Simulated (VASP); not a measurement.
Level of theory: PBE GGA, VASP's PBE PAW potentials (set 64) (plane waves; VASP).

Input for VASP

File POSCAR:
```
LiI
4.2567830
  0.0000000000   0.7071067517   0.7071067517
  0.7071067517   0.0000000000   0.7071067517
  0.7071067517   0.7071067517   0.0000000000
Li I
1 1
Cartesian
  0.0000000000   0.0000000000   0.0000000000
  0.7071067517   0.7071067517   0.7071067517
```

**KPOINTS**
```
Automatic mesh
0
gamma
4 4 4
0 0 0
```

### INCAR
```
# general
SYSTEM =LiI
PREC   =Normal
ENCUT  =500
LREAL  =.FALSE.   # projection in real space or not
LASPH  =.TRUE.
NBANDS =160

# electronic loop
EDIFF  =1E-8
NELM   =1   # most electronic steps
ALGO   =Exact

# smearing
ISMEAR =0   # Gaussian
SIGMA  =0.01   # width (eV)

# functional
GGA    =PE

# output
LWAVE  =.TRUE.
LCHARG =.FALSE.

# other
LOPTICS=.TRUE.
```

POTCAR, in this order: Li_sv_GW I_GW (PBE.64 set). Program: vasp_std. Read from the step before: WAVECAR.

The resulting files:

OSZICAR:
```
       N       E                     dE             d eps       ncg     rms          rms(c)
DIA:   1    -0.759264109996E+01   -0.75926E+01    0.00000E+00     0   0.000E+00
   1 F= -.75926411E+01 E0= -.75926411E+01  d E =-.368475-160
 imaginary and real dielectric function
```

OUTCAR:
```


 plasma frequency squared (from intraband transitions) (eV^2)
  --------------------------------------------------------------------------------------
       0.000      -0.000       0.000
      -0.000       0.000      -0.000
       0.000      -0.000       0.000

 plasma frequency squared (from interband transitions, int dw w eps(2)(w)) (eV^2)
  --------------------------------------------------------------------------------------
     267.299       0.000      -0.000       0.000       0.000      -0.000
      -0.000      -0.000     267.299       0.000      -0.000      -0.000
       0.000       0.000      -0.000       0.000     267.299       0.000
```
(Selected blocks of OUTCAR.)

File OUTCAR:
```
 val. band max:        1.9240791841   @ k =   0.0000   0.0000   0.0000

 cond. band min:       6.1559638695   @ k =   0.0000   0.0000   0.0000



 k-point     1 :       0.0000    0.0000    0.0000
  band No.  band energies     occupation
      1     -43.4532      2.00000
      2      -9.7020      2.00000
      3       1.9241      2.00000
      4       1.9241      2.00000
      5       1.9241      2.00000
      6       6.1560      0.00000
      7      10.2455      0.00000
      8      10.2455      0.00000
      9      10.2455      0.00000
     10      11.4770      0.00000
     11      11.4771      0.00000
     12      11.4771      0.00000
     13      12.6173      0.00000
     14      12.6173      0.00000
     15      12.7485      0.00000
     16      19.2509      0.00000
     17      26.0301      0.00000
     18      26.0302      0.00000
     19      26.0302      0.00000
     20      26.2516      0.00000
     21      26.2517      0.00000
     22      26.2517      0.00000
     23      27.9014      0.00000
     24      27.9014      0.00000
     25      27.9015      0.00000
     26      29.7870      0.00000
     27      29.7870      0.00000
     28      33.1507      0.00000
     29      33.1507      0.00000
     30      33.1507      0.00000
     31      34.3650      0.00000
     32      35.9275      0.00000
     33      37.3491      0.00000
     34      37.3491      0.00000
     35      37.6500      0.00000
     36      37.6500      0.00000
     37      37.6500      0.00000
     38      40.0278      0.00000
     39      40.0280      0.00000
     40      40.0280      0.00000
     41      41.1141      0.00000
     42      41.1141      0.00000
     43      41.1142      0.00000
     44      41.4802      0.00000
     45      41.4802      0.00000
     46      41.4802      0.00000
     47      43.7127      0.00000
     48      43.7127      0.00000
     49      43.7128      0.00000
     50      45.5278      0.00000
     51      45.5278      0.00000
     52      46.2237      0.00000
...
```

The density is held fixed in this step, so its total energy and stress have no physical meaning. Unless said otherwise, spin-orbit coupling is left out, though it shifts the bands of the heavy elements here.

The compound is LiI in the rock salt structure. The cell was not relaxed at this level. The k-mesh is coarse (spacing up to 0.45 per Å, 2π included), so the numbers may not be converged in it.
